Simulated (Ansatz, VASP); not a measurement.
**TiC in VASP and in Ansatz**

Contents of INCAR:

```
SYSTEM = TiC
ALGO     = Normal         ! electronic algorithm
EDIFF    = 1E-7           ! SCF threshold, eV
ENCUT    = 520            ! plane-wave cutoff, eV
GGA      = PE             ! functional
ISIF     = 2              ! what is computed and relaxed
ISMEAR   = 0              ! smearing method
LASPH    = .TRUE.         ! aspherical terms in the spheres
LCHARG   = .FALSE.        ! write CHGCAR
LREAL    = .FALSE.        ! projectors in reciprocal space
LWAVE    = .FALSE.        ! write WAVECAR
NBANDS   = 15             ! bands
NELM     = 60             ! most SCF steps
PREC     = Accurate       ! precision mode
SIGMA    = 0.15           ! smearing width, eV
```

Contents of KPOINTS:

```
k-points
0
G
  14 14 14
  0 0 0
```

The input POSCAR:

```
TiC
1.0
    0.0000000000      2.1664615256      2.1664615256
    2.1664615256      0.0000000000      2.1664615256
    2.1664615256      2.1664615256      0.0000000000
Ti C
1 1
Direct
    0.0000000000      0.0000000000      0.0000000000
    0.5000000000      0.5000000000      0.5000000000
```

Input for Ansatz:

```yaml
crystal:
  lattice:
    - [0.0, 2.1664615241, 2.1664615241]
    - [2.1664615241, 0.0, 2.1664615241]
    - [2.1664615241, 2.1664615241, 0.0]
  atoms:
    - { symbol: Ti, position: [0.0, 0.0, 0.0] }
    - { symbol: C, position: [0.5, 0.5, 0.5] }
basis:
  ecutwfc: 420
kpoints:
  mp_grid: { grid: [14, 14, 14] }
hamiltonian:
  xc: pbe
scf:
  occupations: { method: gaussian, width: 0.15 }
output:
  forces: true
  stress: true
  eigenvalues: true
```

Alike in both runs: task single point; functional PBE; k mesh 14 × 14 × 14; occupations gaussian, width 0.15 eV; no spin polarisation.

```csv
,VASP,Ansatz
version,VASP 6.6.1,Ansatz 0.2.0
potentials or method,"VASP PAW PBE potentials, release 64 (Ti_sv, C)","scalar-relativistic, plane waves, PAW"
plane-wave cutoff (eV),520,420
valence electrons in the cell,16,16
```

```tsv
	VASP	Ansatz	Ansatz less VASP
gap on the k mesh at the Fermi level (eV)	none	none	-
pressure (GPa)	0.2	0.0	-0.21
```

A gap of «none» marks a metal or a gap that the smearing closes.
